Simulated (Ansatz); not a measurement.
GaAs at 9 GPa: from Born charge to LO–TO splitting and polaron coupling

Theory: Ansatz 0.2.0, DFT PBEsol, scalar-relativistic, plane waves, PAW. Plane waves to 420 eV; Γ-centred k mesh 12×12×12; fixed occupations. No spin polarisation. Phonons by linear response, acoustic sum rule imposed.

The cell, relaxed at 9 GPa:
```cif
data_structure
_symmetry_space_group_name_H-M 'P 1'
_symmetry_Int_Tables_number 1
_cell_length_a 3.8673
_cell_length_b 3.8673
_cell_length_c 3.8673
_cell_angle_alpha 60.000
_cell_angle_beta 60.000
_cell_angle_gamma 60.000
_cell_volume 40.90
loop_
_atom_site_label
_atom_site_type_symbol
_atom_site_fract_x
_atom_site_fract_y
_atom_site_fract_z
_atom_site_occupancy
Ga1 Ga 0.00000 0.00000 0.00000 1
As1 As 0.75000 0.75000 0.75000 1
```

 The run warned that the force constants aren't converged on this k mesh, so the frequencies and all that is formed from them are rough.

Linear response gives ν_TO = 296.9 cm⁻¹, Born charges ±1.928 e (positive on Ga) and ε∞ = 12.126. The primitive cell holds 40.897 Å³, and the masses are 69.723 and 74.922 amu.

Question: Find ν_LO and the static dielectric constant.

Answer: The long-wave field adds a restoring force: ω_LO² − ω_TO² = Z*²e²/(ε_vac ε∞ μV). In these units ν_LO² − ν_TO² = 4.92064×10⁷ Z*²/(μ V ε∞) cm⁻², with μ = m₁m₂/(m₁ + m₂) = 36.114 amu: 10216 cm⁻². So ν_LO = √(296.9² + 10216) = 313.6 cm⁻¹, and the run gives 313.6. Lyddane–Sachs–Teller then gives ε0 = ε∞ (ν_LO/ν_TO)² = 13.53, against 13.53 in the run (it forms both from the same three quantities, so the match checks the arithmetic only). Between ν_TO and ν_LO the dielectric function is negative and an undamped crystal reflects fully: a reststrahlen band from 31.9 to 33.7 μm.

Question: What do the Clausius–Mossotti polarisability and the Szigeti charge come to?

Answer: With the Lorentz local field, α = (3V/4π)(ε∞ − 1)/(ε∞ + 2) = 7.69 Å³ for the pair, and e_S = 3Z*/(ε∞ + 2) = 0.41 e. The Born charge includes the electrons' response to the dipole's own local field, and e_S takes that enhancement out. The Lorentz field assumes point-like polarisable ions, a poor picture once ε∞ is this large, since the electron clouds then overlap or are shared, so both numbers are formal here.

Question: How strongly does a slow electron couple to the LO mode?

Answer: For one isotropic parabolic band, Fröhlich's constant is α_F = (1/ε∞ − 1/ε0) √(m* Ry/ħω_LO), with Ry = 13.606 eV, ħω_LO = 38.9 meV and m* in free-electron masses: α_F = 0.0086 × 18.71 × √m* = 0.16 √m*. The band mass isn't part of this run; for m* = 0.1, 0.3 and 1 it gives 0.05, 0.09, 0.16. In weak coupling the polaron lies α_F ħω_LO below the band edge (3 meV at m* = 0.3) with a mass m*(1 + α_F/6); past α_F of about 5 or 6 that expansion fails. A semilocal functional's ε∞ tends to be too large, which taken alone lowers α_F.

Cost: 1 run of about 6.5 core-minutes, on Intel Xeon Processor @ 2.50GHz (Skylake/Cascade Lake) (shared hosts).

Compressed GaAs remains a weakly polar lattice in this calculation: the ions raise the dielectric constant only from 12.126 to 13.53. The Born charge of 1.928 e isn't a static ionic charge, since it includes the charge that flows along the covalent sp³ bonds as the sublattices move. The field set up by that sizeable dynamical charge is strongly screened by the valence electrons, which keeps both the LO–TO splitting and the Fröhlich coupling small. The difference of the squared frequencies depends on the charge, screening, mass and volume rather than on the short-range force constants, so it's less exposed to their error than either frequency alone.

Weak coupling holds across the masses tried, but the light zone-centre mass familiar from ambient GaAs is probably the wrong choice here. Pressure raises the Γ valley and lowers the X valleys, and at this compression the conduction minimum is expected near X, where the mass is heavier and anisotropic. A quantitative polaron shift would therefore need the X-valley mass tensor rather than one isotropic band.
